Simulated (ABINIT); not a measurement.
Runs of ABINIT 10.8.3 (patched build) on NbAs. Symmetry: I4_1md, No. 109, tetragonal system. The conventional cell has a = 3.452 Å, b = 3.452 Å, c = 11.680 Å, α = 90.00°, β = 90.00°, γ = 90.00°. Nb (site symmetry 2mm) has 6 As at 2.60 to 2.63 Å as nearest neighbours. As (site symmetry 2mm) has 6 Nb at 2.60 to 2.63 Å as nearest neighbours. 

| task | level | potentials or basis | k mesh | cutoff (eV) | fine-grid cutoff | bands in the sums | broadening (eV) | scissor shift (eV) | tensor components | gap on the mesh (eV) | pressure (GPa) | largest force (eV/Å) |
| --- | --- | --- | --- | --- | --- | --- | --- | --- | --- | --- | --- | --- |
| single point | PBE | JTH PAW PBE v2.0 | 8 × 8 × 8 | 435 | 870.764 eV | - | - | - | - | none | (a) | 0.30 |
| single point | LDA | PseudoDojo NC SR LDA v0.4.1 standard | 8 × 8 × 8 | 1088 | - | - | - | - | - | none | -5.7 | 0.27 |
| optical spectrum | LDA | PseudoDojo NC SR LDA v0.4.1 standard | 12 × 12 × 12 | 1088 | - | 36 | 0.15 | 0 | [11, 33] | none | -5.7 | 0.27 |
| single point | PBE | PseudoDojo NC SR PBE v0.4.1 standard | 8 × 8 × 8 | 1088 | - | - | - | - | - | none | 3.3 | 0.30 |
| positron lifetime | PBEsol | JTH PAW PBE v2.0 | 8 × 8 × 8 | 435 | 870.764 eV | - | - | - | - | none | -2.5 | 0.29 |
| single point | PBEsol | PseudoDojo NC SR PBEsol v0.4.1 standard | 8 × 8 × 8 | 1034 | - | - | - | - | - | none | -3.5 | 0.29 |

Alike in all rows: no spin polarisation; cell as given; smearing fermi-dirac 0.05 eV.

Task: Fill in the values left out.

Result: (a) 3.0.

Caveats: the intraband (Drude) term is left out (some runs); spectra need much finer meshes, so this one isn't converged (some runs); the PAW basis is incomplete for the positron (some runs); the PAW data sets were made with another functional, which shifts forces and pressure a little (some runs).

A k mesh can miss the band edges, and the runs leave out spin-orbit coupling on As, Nb.

A gap of «none» marks a metal or a gap under the smearing width.

Not every run made on this cell is shown here.
